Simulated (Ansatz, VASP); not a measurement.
**Cross-check of B3P3H2 (armchair BP ribbon N=6 H edges) between VASP and Ansatz**

Wanted: the spread between two codes on one cell, functional and k mesh. The structure shown is the start of the Ansatz relaxation below; VASP solves that cell, so the two are compared at the walk's first step.

Program: Ansatz 0.2.0. Level of theory: plane waves, with VASP 6.6.1 beside it; single point at PBE. Results are calculated unless marked as measured.

### Step 1. The structure

The cell holds 16 atoms: 6 B, 6 P and 4 H. Its edges and angles: a = 17.444 Å, b = 7.000 Å, c = 5.580 Å, α = 90.0°, β = 90.0°, γ = 90.0°. Vacuum lies along a and b. The structure's axis is c.

### Step 2. Ansatz: relaxation, PBE

Ansatz runs on its default PAW (the set named soft_2) files.

The two programs are compared at the cell with which this relaxation starts, whose forces are those of its first step.

Input file input.yaml:

```yaml
crystal:
  lattice:
    - [17.444, 0.0, 0.0]
    - [0.0, 7.0, 0.0]
    - [0.0, 0.0, 5.58]
  atoms:
    - { symbol: B, position: [0.26915358, 0.5, 0.0] }
    - { symbol: B, position: [0.453836824, 0.5, 0.0] }
    - { symbol: B, position: [0.638520068, 0.5, 0.0] }
    - { symbol: P, position: [0.26915358, 0.5, 0.333333333] }
    - { symbol: P, position: [0.453836824, 0.5, 0.333333333] }
    - { symbol: P, position: [0.638520068, 0.5, 0.333333333] }
    - { symbol: H, position: [0.787954628, 0.5, 0.396953405] }
    - { symbol: H, position: [0.200642055, 0.5, 0.456989247] }
    - { symbol: B, position: [0.361495202, 0.5, 0.5] }
    - { symbol: B, position: [0.546178446, 0.5, 0.5] }
    - { symbol: B, position: [0.73086169, 0.5, 0.5] }
    - { symbol: P, position: [0.361495202, 0.5, 0.833333333] }
    - { symbol: P, position: [0.546178446, 0.5, 0.833333333] }
    - { symbol: P, position: [0.73086169, 0.5, 0.833333333] }
    - { symbol: H, position: [0.212060642, 0.5, 0.896953405] }
    - { symbol: H, position: [0.799373215, 0.5, 0.956989247] }
kpoints:
  mp_grid: { grid: [1, 1, 15] }
scf:
  occupations: { method: fermi_dirac, width: 0.05 }
hamiltonian:
  xc: pbe
relax:
  cell: { fix: [a, b, alpha, beta, gamma] }
  max_steps: 45
  f_tol: 0.03
```

Run with:

```console
$ ansatz run input.yaml --threads 4 --pin off --max-ram 16384MiB --backend cpu --events-out ev --progress --plain --runs-dir out
```

Numbers of over 12 decimals in the logs are rounded to 6 here.

Output:

```text
Engine: ansatz 0.2.0, x86_64-unknown-linux-gnu
Pseudopotentials: kind: paw
Pseudopotential: B, paw, valence charge 3, recommended cutoff 420 eV (normal), B.paw.azcp
Pseudopotential: P, paw, valence charge 5, recommended cutoff 420 eV (normal), P.paw.azcp
Pseudopotential: H, paw, valence charge 1, recommended cutoff 420 eV (normal), H.paw.azcp
Functional definition: PBE
  parameter kappa = 0.804
  parameter beta = 0.066725
  exchange = pbe_x(kappa = kappa, mu = beta*pi^2/3)
  correlation = pbe_c(beta = beta)
Crystal: 16 atoms, lattice volume = 681.363 Å³
Basis set: ecut = 420 eV, 13347 PW (Γ), exchange–correlation on 240×96×80 points (8 copies of the dense FFT grid, shifted against one another)
Bands: 42, of which v1, the nominal top of the filled ones, is band 26 counted from 1 (25 counted from 0)
Symmetry: 4 space group operations
Space group: Pmc21 (ITA 26), of the structure as read, at distance tolerance 8.8e-5 Å
k-points: 8 of 15 (time reversal used)
Non-local potential: B, projectors of the file, l = 0: 2, l = 1: 2, l = 2: 1
Non-local potential: P, projectors of the file, l = 0: 2, l = 1: 2, l = 2: 2
Non-local potential: H, projectors of the file, l = 0: 2, l = 1: 1
PAW form: soft (Blöchl's): semilocal exchange-correlation on the pseudo side does not see the compensation charge
PAW one-centre angular grid: B, 110 points (default); XC on 64 Gauss nodes
PAW one-centre angular grid: P, 110 points (default); XC on 64 Gauss nodes
PAW one-centre angular grid: H, 110 points (default); XC on 64 Gauss nodes
Initial density: superposition of atomic densities (neutral atoms: chi_scale 0, normalization atom), corrected by the library's trained network
Initial wavefunctions: pseudopotential atomic-orbital guess
Functional: x = pbe(κ = 0.804, μ = 0.219515), c = pbe(β = 0.066725)
SCF iter   1: F=—  HF=-5532.526488 eV  |F-HF|=—  |Δ(HF+E_count)|=         —  Δρ=1.58e-3  dr2=4.32e-2  ethr=1.77e-3  ⟨swp⟩=8.2  Hψ=2067  notcnv=0  defer=33
preconditioner: auto → Resta (q_TF=auto, 1.777 Å⁻¹)  ε∞=2.1  [insulator: Δε(μ)=1.179 eV  Ē_g=9.802 eV  σ=0.050 eV  W_gap=1.00  n_scr=60 (ndim 8)  ℏωp=10.3 eV  f_vac=0.569  D(μ)=0.00/eV (n_scr^D=0)  ε∞_Penn≈2.1  vacuum switching on, ρ_ref=7.0e-3 e/Å³]
SCF iter   2: F=—  HF=-5532.536737 eV  |F-HF|=—  |Δ(HF+E_count)|=   1.02e-2  Δρ=7.88e-4  dr2=1.15e-2  ethr=8.32e-5  ⟨swp⟩=3.2  Hψ=627  notcnv=0  defer=56
SCF iter   3: F=—  HF=-5532.539394 eV  |F-HF|=—  |Δ(HF+E_count)|=   2.66e-3  Δρ=4.28e-4  dr2=4.40e-3  ethr=2.20e-5  ⟨swp⟩=2.0  Hψ=442  notcnv=0  defer=56
SCF iter   4: F=—  HF=-5532.540849 eV  |F-HF|=—  |Δ(HF+E_count)|=   1.45e-3  Δρ=1.22e-4  dr2=2.48e-4  ethr=8.46e-6  ⟨swp⟩=2.6  Hψ=451  notcnv=0  defer=56
SCF iter   5: F=—  HF=-5532.540905 eV  |F-HF|=—  |Δ(HF+E_count)|=   5.62e-5  Δρ=5.52e-5  dr2=2.66e-5  ethr=4.77e-7  ⟨swp⟩=3.0  Hψ=554  notcnv=0  defer=56
SCF iter   6: F=—  HF=-5532.540883 eV  |F-HF|=—  |Δ(HF+E_count)|=   2.22e-5  Δρ=1.67e-5  dr2=3.74e-6  ethr=5.11e-8  ⟨swp⟩=2.1  Hψ=554  notcnv=0  defer=56
SCF iter   7: F=—  HF=-5532.540886 eV  |F-HF|=—  |Δ(HF+E_count)|=   3.59e-6  Δρ=5.54e-6  dr2=2.37e-7  ethr=7.20e-9  ⟨swp⟩=2.0  Hψ=438  notcnv=0  defer=56
SCF iter   8: F=-5532.540887 eV  HF=-5532.540887 eV  |F-HF|=6.39e-8  |Δ(HF+E_count)|=   8.74e-7  Δρ=1.84e-6  dr2=2.69e-8  ethr=1.92e-10  ⟨swp⟩=5.0  Hψ=1124  notcnv=0
SCF 1 converged in 8 iterations: F = -5532.540887 eV  dr2 = 2.69e-8
  greatest PAW one-centre occupation: 0.775 electrons in one spin orbital (limit 2), on the P atom at site 11 (counted from 0), in its partial waves of l = 0
relax step   1: F+E_penalty+E_count = -5532.54088730 eV  Δ(F+E_penalty+E_count) = +0.000e0 eV  max|allowed force component| = 1.344e0 eV/Å  Δτ_max = 0.0000 Å  P = +0.004 GPa  Ω = 681.363 Å³  fix = [a, b, alpha, beta, gamma]  reactions: a +0.038, b +0.303 GPa  (8 SCF iters, dr2 threshold 1.00e-7 eV, accepted)
[...]
relax step   3: F+E_penalty+E_count = -5532.72491808 eV  Δ(F+E_penalty+E_count) = -2.308e-2 eV  max|allowed force component| = 3.832e-2 eV/Å  Δτ_max = 0.0259 Å  P = +0.091 GPa  Ω = 682.554 Å³  energy of the carried Pulay correction = -2.754e-4 eV  fix = [a, b, alpha, beta, gamma]  reactions: a -0.019, b +0.295 GPa  (6 SCF iters, dr2 threshold 1.60e-6 eV, accepted)
[...]
relax step   4: F+E_penalty+E_count = -5532.72512424 eV  Δ(F+E_penalty+E_count) = -2.062e-4 eV  max|allowed force component| = 5.549e-3 eV/Å  Δτ_max = 0.0022 Å  P = +0.101 GPa  Ω = 682.577 Å³  energy of the carried Pulay correction = -2.808e-4 eV  fix = [a, b, alpha, beta, gamma]  reactions: a +0.004, b +0.295 GPa  (5 SCF iters, dr2 threshold 9.18e-8 eV, accepted)
[...]
relax step   5: F+E_penalty+E_count = -5532.72542243 eV  Δ(F+E_penalty+E_count) = -2.982e-4 eV  max|allowed force component| = 5.577e-3 eV/Å  Δτ_max = 0.0000 Å  P = +0.100 GPa  Ω = 682.577 Å³  fix = [a, b, alpha, beta, gamma]  reactions: a +0.003, b +0.293 GPa  stress off target by 4.89e-3 GPa on what of the cell is left free  SCF on the basis re-selected at this cell (its energy is not comparable with the rows above)  (5 SCF iters)
basis re-selected at this cell: Δ(F+E_penalty+E_count) = -2.982e-4 eV, ΔP = -0.000 GPa vs the last step (what re-selecting the basis moved, of the pressure what is left beyond the Pulay correction that the steps carried, after the strain that the cell walked since its last selection, with what the two solves' SCF thresholds leave and, on support functions, any second-order correction that the steps lacked; it is no m [...]
SCF converged after 5 iterations
Free energy (F): -5532.725422 eV
Harris-Foulkes:  -5532.725422 eV  (|F-HF|=5.78e-8)
Internal energy: -5532.725421 eV  (E = F + TS)
E sigma→0 (E₀):  -5532.725422 eV
Entropy (-TS):   -0.000002 eV (-0.000 meV/atom)
Fermi energy:    -1.403561 eV
--- Per-component energies (eV) ---
  E_band       = -405.438638
  E_kinetic    = 763.237684
  E_local      = -5808.435013  (includes V_loc(G=0)·N_el)
  E_nonlocal   = 282.704304
  E_hartree    = 2526.683265
  E_xc         = -592.463995
  E_vxc        = -631.604945  (∫ρ·V_xc dr)
  E_paw        = -3890.798053  (= ΣΔE_a)
  E_vpaw       = -64.702484  (= ΣTr[D̂ρ^β])
  E_aug_tail   = -0.005034  (compensation charges beyond the density's cutoff)
  E_ewald      = 1186.351422
  E_smearing   = -0.000002  (= −TS)
  E_closure    = -0.000000  (closes the sum)
  Σ components = -5532.725422   (vs F -5532.725422, Δ=0.00e0)
--- Forces (eV/Å), atoms counted from 1 ---
  atom   1  B      0.00110720    -0.00000000    -0.00474574
  atom   2  B     -0.00557738     0.00000000    -0.00042623
  atom   3  B     -0.00230456     0.00000000    -0.00350799
  atom   4  P     -0.00410589     0.00000000     0.00243061
  atom   5  P      0.00112176    -0.00000000     0.00186293
  atom   6  P      0.00056471    -0.00000000     0.00154551
  atom   7  H      0.00179075    -0.00000000     0.00265339
  atom   8  H      0.00232344    -0.00000000     0.00018434
  atom   9  B      0.00230456    -0.00000000    -0.00350799
  atom  10  B      0.00557738    -0.00000000    -0.00042623
  atom  11  B     -0.00110720     0.00000000    -0.00474574
  atom  12  P     -0.00056471     0.00000000     0.00154551
  atom  13  P     -0.00112176     0.00000000     0.00186293
  atom  14  P      0.00410589    -0.00000000     0.00243061
  atom  15  H     -0.00179075     0.00000000     0.00265339
  atom  16  H     -0.00232344     0.00000000     0.00018434
  max |Σ_I F_I| component: 6.33e-6 eV/Å
--- Stress (GPa, compression-positive) ---
        0.003279      -0.000000       0.000000
       -0.000000       0.292619       0.000000
        0.000000       0.000000       0.004891
  P = ⅓ Tr σ = 0.1003 GPa (1.003 kbar)
--- Relaxed structure (4 steps of the walk, 4 accepted, 1 SCFs on fresh bases) ---
  F+E_penalty+E_count = -5532.72542243 eV   max|allowed force component| = 5.577e-3 eV/Å   (the final SCF, on the basis selected at the relaxed cell)
  cell:  # Å, volume = 682.5773 Å³
    - [17.444, 0, 0]
    - [0, 7.0, 0]
    - [0, 0, 5.589947]
  atoms:
    - { symbol: B, position: [0.269502, 0.500000, 0.000484115] }
    - { symbol: B, position: [0.453644, 0.500000, 0.00239825] }
    - { symbol: B, position: [0.637597, 0.500000, 0.00320373] }
    - { symbol: P, position: [0.273717, 0.500000, 0.324901] }
    - { symbol: P, position: [0.454076, 0.500000, 0.335081] }
    - { symbol: P, position: [0.638451, 0.500000, 0.337023] }
    - { symbol: H, position: [0.790738, 0.500000, 0.398491] }
    - { symbol: H, position: [0.203967, 0.500000, 0.452360] }
    - { symbol: B, position: [0.362418, 0.500000, 0.503204] }
    - { symbol: B, position: [0.546372, 0.500000, 0.502398] }
    - { symbol: B, position: [0.730513, 0.500000, 0.500484] }
    - { symbol: P, position: [0.361565, 0.500000, 0.837023] }
    - { symbol: P, position: [0.545939, 0.500000, 0.835081] }
    - { symbol: P, position: [0.726298, 0.500000, 0.824901] }
    - { symbol: H, position: [0.209278, 0.500000, 0.898491] }
    - { symbol: H, position: [0.796048, 0.500000, 0.952360] }
```

Reading the cycles: dr2 is the Hartree energy of the density residual (eV), the measure of convergence; HF is the Harris–Foulkes estimate of the energy, which meets the free energy F at convergence.

[end of part 1 of 2]

[Lines on the potential files, build, host, timing and source positions are cut from VASP's logs without a mark.]

[Logs are printed without paths, hosts, clocks, repeated set-up lines and the standing remarks that a program may print on its own settings, such as how far it seeks lower states.]

[Hosts, paths, dates, database ids (printed as entryN), source tags and the programs' standing remarks are cut or masked in the printed files.]
